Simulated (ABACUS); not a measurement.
Here is an ABACUS 3.10.1 calculation.

File run_abacus.py:

```python
"""Relaxation by an ASE optimiser with ABACUS as a small file-based calculator."""
import re
import subprocess
import numpy as np
from ase.calculators.calculator import Calculator, all_changes
from ase.filters import FrechetCellFilter
from ase.io import read
from ase.optimize import BFGS
from ase.stress import full_3x3_to_voigt_6_stress
from ase.units import Bohr, GPa

atoms = read("Co.cif")
atoms = atoms[(-atoms.numbers).argsort(kind="stable")]  # ABACUS lists atoms element by element
pseudo = {'Co': 'Co.upf'}
orbital = {}
magmoms = [2.0, 2.0]
kmesh = [10, 10, 6]
params = {
    'suffix': 'Co',
    'calculation': 'scf',
    'basis_type': 'pw',
    'pseudo_dir': './',
    'symmetry': 1,
    'dft_functional': 'GGA_X_PW91+GGA_C_PW91',
    'ecutwfc': 97,
    'pseudo_rcut': 10,
    'nspin': 2,
    'nbands': 23,
    'ks_solver': 'dav',
    'smearing_method': 'fd',
    'smearing_sigma': 0.00367493,
    'scf_thr': 1e-08,
    'scf_nmax': 100,
    'mixing_type': 'broyden',
    'mixing_beta': 0.4,
    'cal_force': 1,
    'cal_stress': 1,
    'kpar': 4,
}

def write_input(atoms):
    symbols = atoms.get_chemical_symbols()
    elements = list(dict.fromkeys(symbols))
    lines = ["ATOMIC_SPECIES"] + [f"{e} {atoms.get_masses()[symbols.index(e)]:.4f} {pseudo[e]}" for e in elements]
    if orbital:
        lines += ["", "NUMERICAL_ORBITAL"] + [orbital[e] for e in elements]
    lines += ["", "LATTICE_CONSTANT", f"{1 / Bohr:.10f}", "", "LATTICE_VECTORS"]
    lines += [" ".join(f"{x:.10f}" for x in v) for v in atoms.cell]
    lines += ["", "ATOMIC_POSITIONS", "Direct"]
    for e in elements:
        lines += ["", e, "0.0", str(symbols.count(e))]
        for i, p in enumerate(atoms.get_scaled_positions(wrap=False)):
            if symbols[i] == e:
                mag = "" if magmoms is None else " mag " + " ".join(str(x) for x in (magmoms[i] if isinstance(magmoms[i], list) else [magmoms[i]]))
                lines.append(" ".join(f"{x:.10f}" for x in p) + " 1 1 1" + mag)
    open("STRU", "w").write("\n".join(lines) + "\n")
    open("KPT", "w").write("K_POINTS\n0\nGamma\n%d %d %d 0 0 0\n" % tuple(kmesh))
    open("INPUT", "w").write("INPUT_PARAMETERS\n" + "".join(f"{k:<20s}{v}\n" for k, v in params.items()))

class Abacus(Calculator):
    implemented_properties = ["energy", "free_energy", "forces", "stress"]

    def calculate(self, atoms=None, properties=("energy",), system_changes=all_changes):
        super().calculate(atoms, properties, system_changes)
        write_input(self.atoms)
        subprocess.run(['mpirun', '-np', '4', 'abacus'], check=True)
        log = open("OUT.Co/running_scf.log").read()
        if "charge density convergence is achieved" not in log:
            raise RuntimeError("SCF not converged")
        rows = lambda title, n: np.array([l.split()[-3:] for l in log.split(title)[-1].split("\n")[2:2 + n]], float)
        energy = float(re.findall(r"FINAL_ETOT_IS (\S+)", log)[-1])
        stress = -rows("TOTAL-STRESS", 3) / 10 * GPa  # ABACUS prints kbar, compression positive
        self.results = dict(energy=energy, free_energy=energy, forces=rows("TOTAL-FORCE", len(self.atoms)), stress=full_3x3_to_voigt_6_stress(stress))

atoms.calc = Abacus()
opt = BFGS(FrechetCellFilter(atoms), logfile="opt.log", trajectory="relax.traj")
print("optimiser converged:", opt.run(fmax=0.01, steps=60))
```

Co.cif

```cif
data_Co
_cell_length_a 2.47199990
_cell_length_b 2.47199990
_cell_length_c 4.02114408
_cell_angle_alpha 90.00000000
_cell_angle_beta 90.00000000
_cell_angle_gamma 120.00000000
_space_group_name_H-M_alt 'P1'
_space_group_name_Hall 'P 1'
_space_group_IT_number 1
loop_
_space_group_symop_operation_xyz
'x,y,z'
loop_
_atom_site_label
_atom_site_type_symbol
_atom_site_symmetry_multiplicity
_atom_site_Wyckoff_symbol
_atom_site_fract_x
_atom_site_fract_y
_atom_site_fract_z
_atom_site_occupancy
Co1 Co 1 a 0.6666666667 0.3333333333 0.7500000000 1
Co2 Co 1 a 0.3333333333 0.6666666667 0.2500000000 1
```

Potentials or basis: PseudoDojo NC SR 0.4.1 PBE standard, plane waves.

Command:

```sh
$ OMP_NUM_THREADS=1 python run_abacus.py > log
```

Question: Estimate the relaxed cell.

Answer: a = 2.497 Å, b = 2.497 Å, c = 4.030 Å, α = 90.00°, β = 90.00°, γ = 120.00°.

Question: Estimate the space group after relaxing (to 0.05 Å).

Answer: P6_3/mmc (No. 194).

Question: What does it give for the band gap on the k mesh?

Answer: None (metal or under the smearing width).

Step by step:
```
step  energy change (eV)  largest force (eV/Å)  pressure (GPa)  volume (Å³)
   1              0.0000                0.0000            5.07        21.28
   2             -0.0043                0.0000            3.35        21.43
   3             -0.0082                0.0000           -0.02        21.75
   4             -0.0082                0.0000           -0.11        21.76
   5             -0.0083                0.0000           -0.18        21.77
   6             -0.0083                0.0000           -0.07        21.76
```

Caveat: the potentials were made for another functional, which shifts forces and pressure.
